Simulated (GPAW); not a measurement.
**Input and output of a self-consistent single point for CsCl (Pm-3m, 2 atoms in the cell) (GPAW)**

Method: PBE, GPAW PAW datasets PBE (gpaw-data 1.0.1) (plane waves; GPAW).

This input was run:

```python
from ase import Atoms
from ase.units import GPa
from gpaw import GPAW

atoms = Atoms(['Cs', 'Cl'],
              cell=[[4.135827, 0.000000, 0.000000],
                    [0.000000, 4.135827, 0.000000],
                    [0.000000, 0.000000, 4.135827]],
              scaled_positions=[[0.000000, 0.000000, 0.000000],
                                [0.500000, 0.500000, 0.500000]],
              pbc=True)

calc = GPAW(mode={'name': 'pw', 'ecut': 600},
            xc='PBE',
            kpts={'size': (6, 6, 6), 'gamma': True},
            occupations={'name': 'fixed-uniform'},
            nbands=-8,
            convergence={'bands': -6},
            symmetry={'symmorphic': False, 'tolerance': 0.0005},
            maxiter=120,
            txt='-')

atoms.calc = calc

energy = atoms.get_potential_energy()
print('Energy (eV):', round(energy, 6))
forces = atoms.get_forces()
print('Forces (eV/Ang):')
print(forces.round(5))
stress = atoms.get_stress()
print('Stress (GPa, Voigt):', (stress / GPa).round(4))
```

Output (repeated stretches shortened):

```
Input parameters:
  convergence: {bands: -6}
  kpts: {gamma: True,
         size: (6, 6, 6)}
  maxiter: 120
  mode: {ecut: 600,
         name: pw}
  nbands: -8
  occupations: {name: fixed-uniform}
  symmetry: {symmorphic: False,
             tolerance: 0.0005}
  xc: PBE

species:
  Cs:
    name: Caesium
    Z: 55.0
    valence: 9
    core: 46
    charge: 0.0
    file: Cs.PBE.gz

    # Using partial waves for Cs as LCAO basis

  Cl:
    name: Chlorine
    Z: 17.0
    valence: 7
    core: 10
    charge: 0.0
    file: Cl.PBE.gz

    # Using partial waves for Cl as LCAO basis

Reference energy: -224355.025882  # eV

Spin-paired calculation

Convergence criteria:
 Maximum [total energy] change in last 3 cyles: 0.0005 eV / valence electron
 Maximum integral of absolute [dens]ity change: 0.0001 electrons / valence electron
 Maximum integral of absolute [eigenst]ate change: 4e-08 eV^2 / valence electron
 Maximum number of scf [iter]ations: 120

Symmetries present (total): 48
Symmetries with fractional translations: 0
216 k-points: 6 x 6 x 6 Monkhorst-Pack grid + [1/12,1/12,1/12]
20 k-points in the irreducible part of the Brillouin zone
       k-points in crystal coordinates                weights
   0:     0.00000000    0.00000000    0.00000000          1/216
   1:     0.16666667    0.00000000    0.00000000          6/216
   2:     0.16666667    0.16666667    0.00000000         12/216
   [... 7 lines left out ...]
          ...
  19:     0.50000000    0.50000000    0.50000000          1/216

Wave functions: Plane wave expansion
  Cutoff energy: 600.000 eV
  Number of coefficients (min, max): 2320, 2378
  Pulay-stress correction: 0.000000 eV/Ang^3 (de/decut=0.000000)

Occupation numbers: # Uniform distribution of occupation numbers

Eigensolver

Densities:
  Coarse grid: 24*24*24 grid
  Fine grid: 48*48*48 grid
  Total Charge: 0.000000

Density mixing:
  Method: separate
  Backend: pulay
  Linear mixing parameter: 0.05
  old densities: 5
  Damping of long wavelength oscillations: 50

Hamiltonian:
  XC and Coulomb potentials evaluated on a 48*48*48 grid
  External potential:
    NoExternalPotential

XC parameters: PBE with 2 nearest neighbor stencil

Number of atoms: 2
Number of atomic orbitals: 9
Number of bands in calculation: 16
Number of valence electrons: 16
Bands to converge: 10

Density initialized from atomic densities
  9 bands from LCAO basis set
  7 bands from random numbers

Atomic positions and initial magnetic moments

Positions:
   0 Cs     0.000000    0.000000    0.000000    ( 0.0000,  0.0000,  0.0000)
   1 Cl     2.067913    2.067913    2.067913    ( 0.0000,  0.0000,  0.0000)

Unit cell:
           periodic     x           y           z      points  spacing
  1. axis:    yes    4.135827    0.000000    0.000000    24     0.1723
  2. axis:    yes    0.000000    4.135827    0.000000    24     0.1723
  3. axis:    yes    0.000000    0.000000    4.135827    24     0.1723

  Lengths:   4.135827   4.135827   4.135827
  Angles:   90.000000  90.000000  90.000000

Effective grid spacing dv^(1/3) = 0.1723

     iter     time        total  log10-change:
                         energy   eigst   dens
iter:   1 --:--:--    -6.939104   +1.21
iter:   2 --:--:--    -6.855988   -0.14  -1.20
iter:   3 --:--:--    -6.512959   -0.78  -1.24
iter:   4 --:--:--    -6.518139   -1.84  -1.55
iter:   5 --:--:--    -6.494867   -2.36  -1.58
iter:   6 --:--:--    -6.492205   -3.08  -2.12
iter:   7 --:--:--    -6.493123c  -3.72  -2.21
iter:   8 --:--:--    -6.492774c  -4.40  -2.66
iter:   9 --:--:--    -6.492687c  -5.13  -2.87
iter:  10 --:--:--    -6.492714c  -5.39  -2.86
iter:  11 --:--:--    -6.492716c  -5.65  -3.26
iter:  12 --:--:--    -6.492716c  -7.04  -4.28c
iter:  13 --:--:--    -6.492716c  -8.10c -4.26c

Converged after 13 iterations.

Dipole moment: (-0.000000, -0.000000, 0.000000) |e|*Ang

Energy contributions relative to reference atoms: (reference = -224355.025882)

Kinetic:         +7.460235
Potential:       -6.757877
External:        +0.000000
XC:              -7.185776
Entropy (-ST):   +0.000000
Local:           -0.009297
SIC:             +0.000000
--------------------------
Free energy:     -6.492716
Extrapolated:    -6.492716

Showing only first 2 kpts
 Kpt  Band  Eigenvalues  Occupancy
  0     6      2.25651    2.00000
  0     7      2.25651    2.00000
  0     8      7.48374    0.00000
  0     9      7.66138    0.00000

  1     6      2.20219    2.00000
  1     7      2.20219    2.00000
  1     8      7.84377    0.00000
  1     9      8.08188    0.00000

Fermi level: 4.87013

Gap: 5.227 eV
Transition (v -> c):
  (s=0, k=0, n=7, [0.00, 0.00, 0.00]) -> (s=0, k=0, n=8, [0.00, 0.00, 0.00])
No difference between direct/indirect transitions
Energy (eV): -6.492716

Forces in eV/Ang:
  0 Cs    0.00000   -0.00000    0.00000
  1 Cl    0.00000    0.00000    0.00000

Stress tensor:
    -0.005238     0.000000     0.000000
     0.000000    -0.005238     0.000000
     0.000000     0.000000    -0.005238
Stress (GPa, Voigt): [-0.8393 -0.8393 -0.8393  0.      0.      0.    ]
```

The run converged in 13 iterations. GPAW prints stress with tension positive.

The starting cell comes from a database of computed structures (which also holds hypothetical and non-ambient phases and stackings), without a prior relaxation at this level. Its lattice was rescaled by a random factor within 2.5 % of one.
